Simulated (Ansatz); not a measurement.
# ZnS (Wurtzite-4H) under changes of volume

One of the cells (19.805 Å³/atom); the others are scaled copies at fixed shape and fractional positions:

```xyz
8
Lattice="3.8227 0.0000 0.0000 -1.9114 3.3106 0.0000 0.0000 0.0000 12.5200" Properties=species:S:1:pos:R:3 pbc="T T T"
Zn    1.9114    1.1035    9.3900
Zn    0.0000    2.2070    3.1300
Zn    0.0000    0.0000    6.2600
Zn    0.0000    0.0000    0.0000
S     1.9114    1.1035   11.7375
S     0.0000    2.2070    5.4775
S     0.0000    0.0000    8.6075
S     0.0000    0.0000    2.3475
```

- Program: Ansatz 0.2.0
- Functional: PBE
- Dispersion: D4
- Potentials or basis: Ansatz PAW
- Cutoff: 420 eV (not typed: the program's choice for these potentials)
- k mesh: 8 × 8 × 3
- Occupations: fermi-dirac, width 0.05 eV
- Spin: no spin polarisation

```csv
volume (Å³/atom),energy over the lowest point (meV/atom),pressure (GPa),gap on the mesh (eV),largest force (eV/Å)
18.617,9.19,3.7,2.40,0.063
19.013,2.42,1.8,2.31,0.057
19.409,0.00,0.2,2.22,0.051
19.805,1.48,-1.3,2.13,0.046
20.202,6.44,-2.7,2.04,0.042
20.598,?,?,?,?
20.994,25.40,-4.9,1.87,0.033
```

Q: What does the run at 20.598 Å³/atom give?

A: Energy over the lowest point 14.53 meV/atom; pressure -3.9 GPa; gap on the mesh 1.96 eV; largest force 0.037 eV/Å.

Worked out: A Birch-Murnaghan fit of order 3 (a polynomial in V^(-2/3)) to the other rows has its minimum at 19.45 Å³/atom with B0 = V·E''(V) = 76 GPa and B' = 4.4 at fixed shape and positions, which overstates the stiffness. It gives 14.53 meV/atom at 20.598 Å³/atom, against the run's 14.53, and -dE/dV = -3.9 GPa, against -3.9. A straight line through the other rows of the gap, of slope -4.42 eV per unit of ln V (its deformation potential), gives 1.96 eV, against the run's 1.96.

Energies are extrapolated to zero smearing.

Caveats: odd divisions of the mesh miss points on the zone boundary, where band edges often lie, so the gap on the mesh can be too wide.

A mesh can miss the band edges.
